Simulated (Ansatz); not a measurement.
Crystal: CoPdO2.

```xyz
4
Lattice="1.4317 0.8266 5.9578 -1.4317 0.8266 5.9578 0.0000 -1.6532 5.9578" Properties=species:S:1:pos:R:3 pbc="T T T"
Pd    0.0000    0.0000    0.0000
Co    0.0000    0.0000    8.9367
O     0.0000    0.0000    2.0103
O     0.0000    0.0000   15.8630
```

The cell is a database's computed one.

Base run:

```yaml
Program: Ansatz 0.2.0
Functional: PBE
Potentials_or_basis: Ansatz PAW
Cutoff: "420 eV (not typed: the program's choice for these potentials)"
k_mesh: 9 × 9 × 9
Occupations: fermi-dirac, width 0.05 eV
Spin: collinear spin, ferromagnetic start
Starting_moments: "[0.0, 3.0, 0.0, 0.0] μB"
Fixed_moment: 3 μB
```

Its results: pressure 14.6 GPa; site moments Pd +0.23; Co +2.13; O +0.20 μB; largest force 1.551 eV/Å.

Question: The run is repeated on the same cell with these changes: fixed moment from 3 μB to 1 μB; moments at the start from [0.0, 3.0, 0.0, 0.0] to [0.0, 1.0, 0.0, 0.0]. What comes out?

Answer: Pressure 2.9 GPa; site moments Pd +0.32; Co +0.51; O +0.03 μB; largest force 0.249 eV/Å.

Caveats: the total moment is fixed, so each spin has its own Fermi level; a cell with one magnetic atom can't hold antiferromagnetic order, which such compounds often take; the thresholds are loose for stress; forces of over 1 eV/Å show positions far from the minimum, so gaps and moduli don't describe the material at rest (some runs).
